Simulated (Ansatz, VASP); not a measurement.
Two plane-wave programs on Ca

```
Ca
1.0
     3.51414    0.00000    0.00000
     0.00000    3.51414    0.00000
     0.00000    0.00000    3.51414
Ca
1
Direct
  0.00000 0.00000 0.00000
```

Alike in both runs: task single point; functional PBEsol; k mesh 10 × 10 × 10; occupations fermi-dirac, width 0.1 eV; no spin polarisation.

|  | VASP | Ansatz |
| --- | --- | --- |
| version | VASP 6.6.1 | Ansatz 0.2.0 |
| potentials or method | VASP PAW PBE potentials, release 64 (Ca_sv) | plane waves (420 eV) with PAW, scalar-relativistic |
| plane-wave cutoff (eV) | 520 | 420 |
| valence electrons in the cell | 10 | 10 |

```tsv
	VASP	Ansatz	Ansatz less VASP
pressure (GPa)	-0.5	-0.5	0.00
```

Ansatz warned: «pseudo_functional_mismatch».

Caveats: the PAW data sets were made with another functional, which shifts forces and pressure a little (VASP).
